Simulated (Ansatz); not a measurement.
## Energy ranking of Mn₃Sn structures

Level of theory: DFT PBE, scalar-relativistic, plane waves, PAW (Ansatz). All cells share a 420 eV cutoff and Γ-centred k meshes spaced at most about 0.3 Å⁻¹ (about 0.25 or finer for metals, 2π included). Spin is collinear.

The zero of energy is the elements' standard structures at the same level; no fitted shifts are applied. The references include grey tin.

These are static total energies at zero pressure. Larger cells and other orderings weren't all tried, so the list isn't exhaustive. Another magnetic order may lie lower.

Invented guesses and database cells were relaxed alike, and ends that match in structure, energy and magnetic state were merged. ΔE counts from the first row. Coordination counts all near atoms (those within 1.25 times the shortest distance at each site; a plus sign parts nearer from farther groups). The ends were matched against large subsets of the Crystallography Open Database and the Materials Project, so a missing match doesn't prove that a structure is unreported.

| # | reached from | type and space group | atoms | Å³/atom | coordination | ΔE (meV/atom) | gap on mesh (eV) | moments | in databases |
| --- | --- | --- | --- | --- | --- | --- | --- | --- | --- |
| 1 | a Materials Project cell | BiF3 (D0_3), Fm-3m (No. 225) | 4 | 13.8 | Mn 8+6, Sn 8+6 | 0 | 0.00 | opposed, unequal moments (Mn +3.1, Mn -1.1 μB) | Materials Project |
| 2 | a Materials Project cell | BiF3 (D0_3), Fm-3m (No. 225) | 4 | 14.4 | Mn 8+6, Sn 8+6 | 91 | 0.00 | parallel, 2.4 μB | Materials Project |
| 3 | random cell | I4/mmm (No. 139) | 4 | 18.8 | Mn 6, Sn 6 | 649 | 0.00 | opposed, 3.4 μB | no match |

The lowest: Space group Fm-3m (No. 225), cubic, a = 6.037 Å. Mn on a site of symmetry m-3m is surrounded by 8 Mn at 2.61 Å and 6 Sn at 3.02 Å; Mn on a site of symmetry -43m has 4 Mn at 2.61 Å, 4 Sn at 2.61 Å and 6 Mn at 3.02 Å; Sn has 8 Mn at 2.61 Å and 6 Mn at 3.02 Å. Its energy over the elements is +0.18 eV/atom. The separate elements lie lower, so it is unstable against them. The Crystallography Open Database (COD) lists this formula in space group No. 194, and no cell compared here matches those entries.

Space group Fm-3m (No. 225). a = 6.037 Å, b = 6.037 Å, c = 6.037 Å, α = 90.00°, β = 90.00°, γ = 90.00°
| atom | site | symmetry | x | y | z |
| --- | --- | --- | --- | --- | --- |
| Mn | 4b | m-3m | 0.5000 | 0.0000 | 0.0000 |
| Mn | 8c | -43m | 0.2500 | 0.2500 | 0.7500 |
| Sn | 4a | m-3m | 0.0000 | 0.0000 | 0.0000 |

The second: Space group Fm-3m (No. 225), cubic, a = 6.133 Å. Mn on a site of symmetry -43m is surrounded by 4 Mn at 2.66 Å, 4 Sn at 2.66 Å and 6 Mn at 3.07 Å; around Mn on a site of symmetry m-3m lie 8 Mn at 2.66 Å and 6 Sn at 3.07 Å; Sn has 8 Mn at 2.66 Å and 6 Mn at 3.07 Å. Counting all near atoms, the first and the second both have Mn 8+6, Sn 8+6. The first is the arrangement of the second with opposed, unequal moments (Mn +3.1, Mn -1.1 μB). Cells relaxed within their symmetry can be saddle points.

```cif
data_structure
_symmetry_space_group_name_H-M 'P 1'
_symmetry_Int_Tables_number 1
_cell_length_a 4.3365
_cell_length_b 4.3365
_cell_length_c 4.3365
_cell_angle_alpha 60.000
_cell_angle_beta 60.000
_cell_angle_gamma 60.000
_cell_volume 57.67
loop_
_atom_site_label
_atom_site_type_symbol
_atom_site_fract_x
_atom_site_fract_y
_atom_site_fract_z
_atom_site_occupancy
Mn1 Mn 0.75000 0.75000 0.75000 1
Mn2 Mn 0.25000 0.25000 0.25000 1
Mn3 Mn 0.50000 0.50000 0.50000 1
Sn1 Sn 0.00000 0.00000 0.00000 1
```

Some candidate types were left out of the draw beforehand, so a known form may be missing.
